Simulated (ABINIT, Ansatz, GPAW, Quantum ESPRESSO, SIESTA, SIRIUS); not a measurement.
CO2: 7 runs at one level of theory

```
O C
1.0
    -1.97473    1.97473    3.01406
     1.97473   -1.97473    3.01406
     1.97473    1.97473   -3.01406
O C
4 2
Direct
  0.87500 0.95980 0.58480
  0.37500 0.29020 0.41520
  0.04020 0.62500 0.91520
  0.70980 0.12500 0.08480
  0.00000 0.00000 0.00000
  0.75000 0.25000 0.50000
```

The cell comes from a database or a generator and needn't be the stable form of this composition.

Alike in all runs: task single point; functional PBEsol; k mesh 9 × 9 × 9; occupations fermi-dirac, width 0.05 eV; no spin polarisation; no spin-orbit coupling. Pressure is positive in compression and, in plane waves, holds the error of the finite cutoff, which Ansatz's Pulay term estimates and takes out.

```tsv
program and potentials	plane-wave cutoff (eV)	notes	pressure (GPa)	largest force (eV/Å)
Ansatz, Ansatz PAW	420	potentials made for PBE, which Ansatz adapts in part; Pulay term of +1.23 GPa included	-6.56	0.214
SIRIUS, PseudoDojo 0.4.1 PBEsol standard (scalar relativistic)	1152	-	-6.70	0.221
Ansatz, all-electron LAPW, scalar-relativistic	-	-	-6.30	0.192
ABINIT, PseudoDojo NC SR PBEsol v0.4.1 standard	1143	-	-6.71	0.220
Quantum ESPRESSO, GBRV 1.5 PBEsol	612	-	-5.47	0.125
GPAW, PAW data sets generated for this functional	800	-	-6.15	0.155
SIESTA, files PseudoDojo sr-pbesol-0.4.1-standard, DZP (energy shift 0.003 Ry)	-	atomic basis	-2.67	0.283
```

Force on atom 2 (O), eV/Å:

```tsv
program and potentials	x	y	z
Ansatz, Ansatz PAW	-0.214	0.000	0.000
SIRIUS, PseudoDojo 0.4.1 PBEsol standard (scalar relativistic)	-0.221	0.000	0.000
Ansatz, all-electron LAPW, scalar-relativistic	-0.192	0.000	0.000
ABINIT, PseudoDojo NC SR PBEsol v0.4.1 standard	-0.220	0.000	0.000
Quantum ESPRESSO, GBRV 1.5 PBEsol	-0.125	0.000	0.000
GPAW, PAW data sets generated for this functional	-0.155	0.000	0.000
SIESTA, files PseudoDojo sr-pbesol-0.4.1-standard, DZP (energy shift 0.003 Ry)	0.283	0.000	0.000
```

The pressure spans -6.71 (ABINIT, PseudoDojo NC SR PBEsol v0.4.1 standard) to -2.67 GPa (SIESTA, files PseudoDojo sr-pbesol-0.4.1-standard, DZP (energy shift 0.003 Ry)), with all-electron results at -6.30. Rows in atomic bases carry the error of their basis and grid, which can be large.

The functional is the same throughout but for its coding, so the spread measures potentials, basis and numerics; runs on potential files found faulty are left out.
